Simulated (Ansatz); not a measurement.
Wurtzite GaN, 4 atoms and 36 valence electrons in a cell of about 45 Å³, was run 20 times in Ansatz 0.2.0, each time on 4 threads of Arm Neoverse V1, with other jobs on the host. The times are single readings and vary with the host's load.

```json
{"run": "relaxation, PBE", "k mesh": "12×12×6", "irreducible k": "76", "cutoff (eV)": "420", "plane waves": "941", "bands": "22", "SCF iterations": "61", "wall time": "?", "peak host memory (GiB)": "?"}
{"run": "relaxation, r2SCAN", "k mesh": "12×12×4", "irreducible k": "57", "cutoff (eV)": "500", "plane waves": "1129", "bands": "22", "SCF iterations": "42", "wall time": "?", "peak host memory (GiB)": "?"}
{"run": "bands, PBE", "k mesh": "12×12×6", "irreducible k": "76", "cutoff (eV)": "420", "plane waves": "893", "bands": "23", "SCF iterations": "6", "wall time": "?", "peak host memory (GiB)": "?"}
{"run": "single point, r2SCAN", "k mesh": "12×12×6", "irreducible k": "76", "cutoff (eV)": "500", "plane waves": "1129", "bands": "23", "SCF iterations": "8", "wall time": "6.1 s", "peak host memory (GiB)": "0.5"}
{"run": "single point, HSE06", "k mesh": "6×6×4", "irreducible k": "21", "cutoff (eV)": "420", "plane waves": "893", "bands": "23", "SCF iterations": "14", "wall time": "37 s", "peak host memory (GiB)": "1.3"}
{"run": "single point, PBE+SOC", "k mesh": "12×12×6", "irreducible k": "76", "cutoff (eV)": "420", "plane waves": "893", "bands": "46", "SCF iterations": "8", "wall time": "13 s", "peak host memory (GiB)": "0.68"}
{"run": "single point, PBE0", "k mesh": "6×6×4", "irreducible k": "21", "cutoff (eV)": "420", "plane waves": "893", "bands": "23", "SCF iterations": "13", "wall time": "37 s", "peak host memory (GiB)": "1.3"}
{"run": "single point, LDA", "k mesh": "12×12×6", "irreducible k": "76", "cutoff (eV)": "420", "plane waves": "893", "bands": "23", "SCF iterations": "6", "wall time": "2.4 s", "peak host memory (GiB)": "0.39"}
{"run": "G0W0, PBE, 135 empty bands, 120 eV", "k mesh": "6×6×4", "irreducible k": "21", "cutoff (eV)": "420", "plane waves": "893", "bands": "22", "SCF iterations": "6", "wall time": "?", "peak host memory (GiB)": "?"}
{"run": "relaxation, PBEsol", "k mesh": "12×12×4", "irreducible k": "57", "cutoff (eV)": "420", "plane waves": "893", "bands": "22", "SCF iterations": "48", "wall time": "?", "peak host memory (GiB)": "?"}
{"run": "Γ phonons, PBEsol", "k mesh": "9×9×4", "irreducible k": "95", "cutoff (eV)": "420", "plane waves": "893", "bands": "22", "SCF iterations": "13", "wall time": "73 s", "peak host memory (GiB)": "1.4"}
{"run": "field response, r2SCAN", "k mesh": "9×9×4", "irreducible k": "95", "cutoff (eV)": "500", "plane waves": "1129", "bands": "22", "SCF iterations": "13", "wall time": "79 s", "peak host memory (GiB)": "1.2"}
{"run": "field response, PBE", "k mesh": "9×9×4", "irreducible k": "95", "cutoff (eV)": "420", "plane waves": "893", "bands": "22", "SCF iterations": "13", "wall time": "66 s", "peak host memory (GiB)": "1.4"}
{"run": "G0W0, PBE, 337 empty bands, 220 eV", "k mesh": "6×6×4", "irreducible k": "21", "cutoff (eV)": "420", "plane waves": "893", "bands": "22", "SCF iterations": "6", "wall time": "?", "peak host memory (GiB)": "?"}
{"run": "single point, DDH-PBE0", "k mesh": "6×6×4", "irreducible k": "21", "cutoff (eV)": "420", "plane waves": "893", "bands": "23", "SCF iterations": "13", "wall time": "?", "peak host memory (GiB)": "?"}
{"run": "relaxation, LDA", "k mesh": "12×12×4", "irreducible k": "57", "cutoff (eV)": "420", "plane waves": "845", "bands": "22", "SCF iterations": "42", "wall time": "9.6 s", "peak host memory (GiB)": "0.39"}
{"run": "single point, HSE06+SOC", "k mesh": "6×6×4", "irreducible k": "21", "cutoff (eV)": "420", "plane waves": "893", "bands": "46", "SCF iterations": "15", "wall time": "2.9 min", "peak host memory (GiB)": "2.5"}
{"run": "relaxation, HSE06", "k mesh": "6×6×4", "irreducible k": "21", "cutoff (eV)": "420", "plane waves": "893", "bands": "22", "SCF iterations": "63", "wall time": "?", "peak host memory (GiB)": "?"}
{"run": "single point, r2SCAN0", "k mesh": "6×6×4", "irreducible k": "21", "cutoff (eV)": "500", "plane waves": "1129", "bands": "23", "SCF iterations": "17", "wall time": "?", "peak host memory (GiB)": "?"}
{"run": "single point, LC-ωPBE", "k mesh": "6×6×4", "irreducible k": "21", "cutoff (eV)": "420", "plane waves": "893", "bands": "23", "SCF iterations": "17", "wall time": "?", "peak host memory (GiB)": "?"}
```

Question: Estimate the missing times and memories.

Answer:
```tsv
run	wall time	peak host memory (GiB)
single point, r2SCAN0	45 s	1.6
G0W0, PBE, 135 empty bands, 120 eV	71 s	0.56
relaxation, PBE	18 s	0.43
relaxation, r2SCAN	21 s	0.5
single point, LC-ωPBE	22 s	1.4
relaxation, HSE06	67 s	1.3
single point, DDH-PBE0	69 s	1.4
relaxation, PBEsol	12 s	0.4
bands, PBE	4 s	0.41
G0W0, PBE, 337 empty bands, 220 eV	9.4 min	0.92
```

Only the levels marked +SOC include spin-orbit coupling.

With a shallow d shell on the cation, G0W0 converges slowly in bands and cutoff, so these values are in doubt.
